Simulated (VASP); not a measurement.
Set up this calculation in VASP 6.6.1, as the native input.

* Task: electrostatic potential
* Functional: PBEsol
* Dispersion: D4
* Potentials or basis: VASP PAW PBE potentials, release 64 (Sc_sv)
* Cutoff: 520 eV
* k mesh: 14 × 14 × 8
* Occupations: methfessel-paxton, width 0.1 eV
* Spin: no spin polarisation
* Further INCAR settings: ALGO = Normal; EDIFF = 1e-06

The structure of Sc lies in POSCAR:

```
Sc                                      
1.0
    3.2586789460      0.0000000000     -0.0000000000
   -1.6293394730      2.8220987497      0.0000000000
    0.0000000000     -0.0000000000      5.0437435628
  Sc            
     2
Direct
     0.3333333300000021    0.6666666699999979    0.2500000000000000
     0.6666666699999979    0.3333333300000021    0.7500000000000000
```

The cell was built by a generator and needn't be a form met in nature.

These files were run (other wordings do the same):

INCAR

```
  PREC = Accurate
  ENCUT = 520
  EDIFF = 1E-6
  ISMEAR = 1
  SIGMA = 0.1
  LREAL = False
  LASPH = True
  NELM = 100
  ALGO = Normal
  ISIF = 2
  LWAVE = False
  LCHARG = True
  GGA = PS
  IVDW = 13
  LVHAR = True
```

KPOINTS

```
regular mesh
0
Gamma
  14 14 8
```

Potentials or basis: VASP PAW PBE potentials, release 64 (Sc_sv).

The run is started by

```bash
$ cat potpaw_PBE.64/Sc_sv/POTCAR > POTCAR
$ mpirun -np 1 vasp_std > vasp.out
```

Results of the run:

| Quantity | Value |
| --- | --- |
| Pressure | -0.1 GPa |
| Band gap on the k mesh | none (metal or under the smearing width) |
| Dispersion energy per atom | -0.166 eV |

Caveat: the PAW data sets were made with another functional, which shifts forces and pressure a little; pairwise dispersion overbinds metals, which lowers pressure and volume.

Run time: 32 s on 1 thread of Intel(R) Xeon(R) Platinum 8559C (Emerald Rapids) (shared host), peak memory 0.2 GiB.
